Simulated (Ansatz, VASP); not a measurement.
**Ba in VASP and in Ansatz**

```
CELL_PARAMETERS angstrom
-2.53948 2.53948 2.53948
2.53948 -2.53948 2.53948
2.53948 2.53948 -2.53948
ATOMIC_POSITIONS crystal
Ba 0.00000 0.00000 0.00000
```

Change from the starting cell: volume scaled by 1.04.

Alike in both runs: task single point; functional PBE; k mesh 8 × 8 × 8; collinear spin.

```csv
,VASP,Ansatz
version,VASP 6.6.1,Ansatz 0.2.0
potentials or method,"VASP PAW PBE potentials, release 64 (Ba_sv), cutoff 520 eV","all-electron LAPW, non-relativistic"
occupations,"methfessel-paxton of order 1, width 0.05 eV","cold, width 0.05 eV"
```

|  | VASP | Ansatz | Ansatz less VASP |
| --- | --- | --- | --- |
| gap on the k mesh at the Fermi level (eV) | none | none | - |
| pressure (GPa) | -0.3 | -0.5 | -0.16 |
| net moment per atom (μB) | 0.00 | 0.00 | 0.000 |

A gap of «none» marks a metal or a gap that the smearing closes. Ansatz ran all-electron here, so the differences hold the error of VASP's frozen core and of both bases.

Caveats: relativity is left out, which matters for the heavier elements (Ansatz); the starting moments weren't kept (Ansatz). The runs have no spin-orbit coupling, so splittings on Ba are missing.
